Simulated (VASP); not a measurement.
Here is a VASP 6.6.1 calculation.

Contents of INCAR:

```
SYSTEM = K
PREC = Accurate
ENCUT = 520
EDIFF = 1E-7
ISMEAR = 0
SIGMA = 0.15
LREAL = .False.
LASPH = .True.
NELM = 100
ALGO = Fast
ISIF = 2
LWAVE = .False.
LCHARG = .False.
GGA = PE
IVDW = 12
NBANDS = 10
```

Contents of KPOINTS:

```
Automatic mesh
0
Gamma
  12 12 12
  0 0 0
```

Contents of POSCAR:

```
K
1.0
    0.0000000000      3.4936290025      3.2901166335
    3.4936290025      0.0000000000      3.2901166335
    3.4936290025      3.4936290025      0.0000000000
K
1
Direct
    0.0000000000      0.0000000000      0.0000000000
```

Potentials or basis: VASP PAW PBE potentials, release 64 (K_sv).

The run is started by

```sh
$ cat potpaw_PBE.64/K_sv/POTCAR > POTCAR
$ mpirun -np 1 vasp_std > vasp.out
```

Q: What does it give for the pressure?

A: -0.5 GPa.

Q: Predict the band gap on the k mesh.

A: None (metal or under the smearing width).

Q: What does it give for the dispersion energy per atom?

A: -0.103 eV.

Caveat: pairwise dispersion overbinds metals, which lowers pressure and volume.
